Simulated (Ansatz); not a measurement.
## A series in volume ratio on GaAs

Plane-wave density functional theory, PAW datasets, Gaussian smearing 0.05 eV: equation of state, the given cell scaled in volume with shape and atoms relaxed at each volume. The results are calculated, by Ansatz 0.2.0.

The cell before it is scaled or strained (space group F-43m, No. 216):
```
cell vectors (Å)
   0.0000     2.8295     2.8295
   2.8295     0.0000     2.8295
   2.8295     2.8295     0.0000
atoms (fractions of the cell vectors)
Ga  0.00000  0.00000  0.00000
As  0.75000  0.75000  0.75000
```

Settings of every row: paw set soft_2; functional PBEsol; spin treatment none; moment partition spheres; spin axis none; wave cutoff 420 eV; k mesh 10x10x10; symmetry use detected.

Atom hubbard u: 0 on all atoms.

```
row  volume ratio  V (Å³/atom)  pressure (GPa)  energy above given cell (meV per atom)
  1          0.96       21.748           3.111                                    8.47
  2          0.98       22.201           1.467                                    2.03
  3             1       22.654               ?                                       ?
  4          1.02       23.107          -1.312                                    1.89
  5          1.04        23.56           -2.48                                    7.28
```

Question: what pressure should row 3 give?

Worked fit of pressure. Take u = (V_r/V)^(2/3) − 1 with V_r = 22.654 Å³ an atom, which is twice the finite (Eulerian) strain; such expansions in the strain, on which the Birch-Murnaghan equation of state is built, carry the rest volume and the bulk modulus. The shown rows have u = 0.02758, 0.01356, -0.01311, -0.0258. Least squares give pressure = −0.0021 + 104.154 × u + 315.4 × u² GPa; a straight line predicts inner rows, each left out in turn, worse (root mean square 0.13 against 0.0032 GPa). The rows lie off it by 0.001, -0.001, 0.001, -0.001. The pressure vanishes at u = 0.0000, or V = 22.65 Å³ an atom, and there the bulk modulus with shape and atoms relaxed is B = −V dP/dV = (2/3)(1 + u) dP/du = 69.4 GPa. The withheld row has u = 0, so the fit gives −0.0021 + 104.154 × (0) + 315.4 × (0)² = -0.002 GPa.

The calculation gave -0.001 GPa. The fit lies 0.001 GPa (100 % of the value, 0.018 % of the column's range) below it, one unit of the last digit.

The other values of row 3: energy above given cell 0 meV per atom.
